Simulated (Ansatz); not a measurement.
Here is an Ansatz 0.2.0 calculation.

input.yaml

```yaml
crystal:
  lattice:
    - [3.5613831954, 0.0, 0.0]
    - [-1.7806915977, 3.0842483198, 0.0]
    - [0.0, 0.0, 38.99026814]
  atoms:
    - { symbol: Te, position: [0.3333333333, 0.6666666667, 0.32822317] }
    - { symbol: Te, position: [0.3333333333, 0.6666666667, 0.95181809] }
    - { symbol: Te, position: [0.6666666667, 0.3333333333, 0.14008092] }
    - { symbol: Te, position: [0.6666666667, 0.3333333333, 0.76363067] }
    - { symbol: Te, position: [0.6666666667, 0.3333333333, 0.04818191] }
    - { symbol: Te, position: [0.6666666667, 0.3333333333, 0.67177683] }
    - { symbol: Te, position: [0.3333333333, 0.6666666667, 0.23636933] }
    - { symbol: Te, position: [0.3333333333, 0.6666666667, 0.85991908] }
    - { symbol: Mo, position: [0.6666666667, 0.3333333333, 0.282338] }
    - { symbol: Mo, position: [0.6666666667, 0.3333333333, 0.90585884] }
    - { symbol: Mo, position: [0.3333333333, 0.6666666667, 0.09414116] }
    - { symbol: Mo, position: [0.3333333333, 0.6666666667, 0.717662] }
hamiltonian:
  xc: pbe
  pseudopotentials: { kind: paw }
kpoints:
  mp_grid: { grid: [9, 9, 1] }
  band_path:
    path:
      - [[0.0, 0.0, 0.0], [0.5, 0.0, 0.0], [0.3333333333, 0.3333333333, 0.0], [0.0, 0.0, 0.0], [0.0, 0.0, 0.5], [0.5, 0.0, 0.5], [0.3333333333, 0.3333333333, 0.5], [0.0, 0.0, 0.5]]
      - [[0.5, 0.0, 0.5], [0.5, 0.0, 0.0]]
      - [[0.3333333333, 0.3333333333, 0.0], [0.3333333333, 0.3333333333, 0.5]]
    npoints: 10
scf:
  occupations: { method: fermi_dirac, width: 0.05 }
  n_extra_bands: 30
output:
  forces: true
  stress: true
  eigenvalues: true
  fatbands: true
  write_density: true
  write_potential: true
  elf: true
  volumetric_format: npy
```

Potentials or basis: Ansatz PAW.

Launch:

```bash
$ ansatz run input.yaml --threads 4 --pin off --max-ram 11264MiB --backend cpu --events-out ev --progress --plain --runs-dir out
```

(1) What does it give for the band gap along the path?

(2) Predict the band gap on the k mesh.

Answers

(1) 1.00 eV, direct.

(2) 1.00 eV, direct.

Caveat: spin-orbit coupling is left out, which moves the levels of the heavy elements.
